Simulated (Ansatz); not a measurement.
**O: how the settings move a single-point run**

How sensitive is a single-point run of O to its settings? A reference run comes first, then one run with altered input.

Program: Ansatz 0.2.0. Level of theory: reference: DFT, PBE, all-electron PAW with datasets made for the crystal, scalar-relativistic. These are calculated values, not measurements.

5 further runs of the same task are left out: 5 that didn't finish.

### Step 1. Starting point

It takes space group Fmmm (No. 69, orthorhombic). The conventional cell has a = 3.018 Å, b = 4.302 Å, c = 6.422 Å, α = 90.00°, β = 90.00°, γ = 90.00°. O (site symmetry mm2) has 1 O at 1.12 Å as nearest neighbours.

Coordinates:

```
O
1.0
     0.00000    2.15101    3.21106
     1.50883    0.00000    3.21106
     1.50883    2.15101    0.00000
O
2
Direct
  0.08710 0.08710 0.91290
  0.91290 0.91290 0.08710
```

### Step 2. Baseline

File input.yaml:

```yaml
crystal:
  lattice:
    - [0.0, 2.1510092115, 3.211056]
    - [1.5088346506, 0.0, 3.211056]
    - [1.5088346506, 2.1510092115, 0.0]
  atoms:
    - { symbol: O, position: [0.0871, 0.0871, 0.9129] }
    - { symbol: O, position: [0.9129, 0.9129, 0.0871] }
kpoints:
  mp_grid: { grid: [12, 12, 12] }
scf:
  occupations: { method: fermi_dirac, width: 0.01 }
hamiltonian:
  xc: pbe
  pseudopotentials: { kind: all_electron, datasets: crystal }
output:
  forces: true
  stress: true
  eigenvalues: true
  efg: { contact_densities: true }
```

On the command line:

```sh
$ ansatz run input.yaml --threads 1 --pin off --max-ram 2048MiB --backend cpu --events-out ev --progress --plain --runs-dir out
```

### Step 3. Variant: xc rpbe

Changes to input.yaml since step 2:

```diff
@@ -13,3 +13,3 @@
 hamiltonian:
-  xc: pbe
+  xc: rpbe
   pseudopotentials: { kind: all_electron, datasets: crystal }
```

Q: Predict the outcome of this session. Wanted: for each run, ending; energy change; pressure; gap; force.

The runs gave:

```
       run     ending   energy change  pressure (GPa)  gap (eV)  force (eV/Å)  cycles  time
 reference  converged               -            28.4      0.00          9.28       7  31 s
1: xc rpbe  converged  not comparable            33.4      0.00          9.58       7  33 s
```

Residual by cycle in the longest SCF loop of each run; runs are numbered as in the table. The quantity is the density residual dr2, in eV.

```
cycle  reference    run 1
    1      0.752    0.771
    2      0.206    0.213
    3    0.00522  0.00504
    4     9.0e-4  0.00125
    5     1.4e-5   1.5e-5
    6     2.4e-7   3.6e-7
    7     9.3e-9   1.6e-8
```

What this shows: After a change of functional the difference of the totals has no physical meaning; the pressure goes from 28.4 to 33.4 GPa and the largest force goes from 9.28 to 9.58 eV/Å. At this fixed cell a higher pressure means that this functional prefers a larger volume than the reference. Semilocal functionals close small gaps, so the missing gap need not be the real solid's. The structure is not at rest: the sound run finds 28 GPa, so these are no properties of the relaxed crystal. 
